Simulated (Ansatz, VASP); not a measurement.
# Two plane-wave programs on Pb

```
Pb
1.0
     0.00000    2.47502    2.47502
     2.47502    0.00000    2.47502
     2.47502    2.47502    0.00000
Pb
1
Direct
  0.00000 0.00000 0.00000
```

Alike in both runs: task single point; functional PBE; k mesh 12 × 12 × 12; occupations gaussian, width 0.05 eV; no spin polarisation.

|  | VASP | Ansatz |
| --- | --- | --- |
| version | VASP 6.6.1 | Ansatz 0.2.0 |
| potentials or method | VASP PAW PBE potentials, release 64 (Pb_d) | scalar-relativistic, plane waves, PAW |
| plane-wave cutoff (eV) | 520 | 420 |
| valence electrons in the cell | 14 | 14 |

VASP gave:

| Item | Value |
| --- | --- |
| gap on the k mesh at the Fermi level (eV) | none |
| pressure (GPa) | 2.7 |

Q: What did Ansatz give for the same quantities?

A: gap on the k mesh at the Fermi level (eV): none; pressure (GPa): 2.8.

A gap of «none» marks a metal or a gap that the smearing closes.

Spin-orbit coupling is left out, which matters for the levels of Pb.
